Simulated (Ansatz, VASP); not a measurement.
**Two plane-wave programs on Te2Mo**

The input INCAR:

```
SYSTEM = Te2Mo
PREC = Accurate ; ENCUT = 520
EDIFF = 1E-6 ; ISMEAR = 0
SIGMA = 0.014 ; LREAL = .FALSE.
LASPH = .TRUE. ; NELM = 60
ALGO = Normal ; ISIF = 2
LWAVE = .FALSE. ; LCHARG = .FALSE.
GGA = PE ; NBANDS = 35
```

The input KPOINTS:

```
Automatic mesh
0
G
  9 9 2
  0 0 0
```

The input POSCAR:

```
Te2Mo
1.0
    3.5182000000      0.0000000000      0.0000000000
   -1.7591000000      3.0468505756      0.0000000000
    0.0000000000      0.0000000000     13.9736000000
Te Mo
4 2
Direct
    0.6666666667      0.3333333333      0.3790000000
    0.3333333333      0.6666666667      0.8790000000
    0.6666666667      0.3333333333      0.1210000000
    0.3333333333      0.6666666667      0.6210000000
    0.6666666667      0.3333333333      0.7500000000
    0.3333333333      0.6666666667      0.2500000000
```

input.yaml

```yaml
crystal:
  lattice:
    - [3.5182, 0.0, 0.0]
    - [-1.7591, 3.0468505756, 0.0]
    - [0.0, 0.0, 13.9736]
  atoms:
    - { symbol: Te, position: [0.6666666667, 0.3333333333, 0.379] }
    - { symbol: Te, position: [0.3333333333, 0.6666666667, 0.879] }
    - { symbol: Te, position: [0.6666666667, 0.3333333333, 0.121] }
    - { symbol: Te, position: [0.3333333333, 0.6666666667, 0.621] }
    - { symbol: Mo, position: [0.6666666667, 0.3333333333, 0.75] }
    - { symbol: Mo, position: [0.3333333333, 0.6666666667, 0.25] }
hamiltonian:
  xc: pbe
  pseudopotentials: { kind: paw }
kpoints:
  mp_grid: { grid: [9, 9, 2] }
scf:
  occupations: { method: gaussian, width: 0.014 }
output:
  forces: true
  stress: true
  eigenvalues: true
```

Alike in both runs: task single point; functional PBE; k mesh 9 × 9 × 2; occupations gaussian, width 0.014 eV; no spin polarisation.

|  | VASP | Ansatz |
| --- | --- | --- |
| version | VASP 6.6.1 | Ansatz 0.2.0 |
| potentials or method | VASP PAW PBE potentials, release 64 (Te, Mo_sv) | Ansatz PAW |
| plane-wave cutoff (eV) | 520 | 420 |
| valence electrons in the cell | 52 | 92 |

Ansatz gave:

| Quantity | Value |
| --- | --- |
| gap on the k mesh at the Fermi level (eV) | 0.78 |
| least direct gap on the mesh (eV) | 1.04 |
| pressure (GPa) | 2.9 |
| largest component of the traceless stress (GPa) | 0.46 |
| rms of the force components (eV/Å) | 0.082 |

Q: What did VASP give for the same quantities?

A: gap on the k mesh at the Fermi level (eV): 0.78; least direct gap on the mesh (eV): 1.04; pressure (GPa): 2.9; largest component of the traceless stress (GPa): 0.51; rms of the force components (eV/Å): 0.089.

Atom by atom the forces differ by 0.007 eV/Å (rms over components). The two sets of potentials don't hold the same shells in valence.

Caveats: spin-orbit coupling is left out, which moves the levels of the heavy elements; this functional lacks dispersion, which binds the layers, so the pressure and a relaxed spacing across them are unreliable; an odd mesh through Γ misses points on the zone boundary, where band edges often lie (VASP); odd divisions of the mesh miss points on the zone boundary, where band edges often lie, so the gap on the mesh can be too wide (Ansatz). As with any semilocal functional, this PBE gap is likely too small.
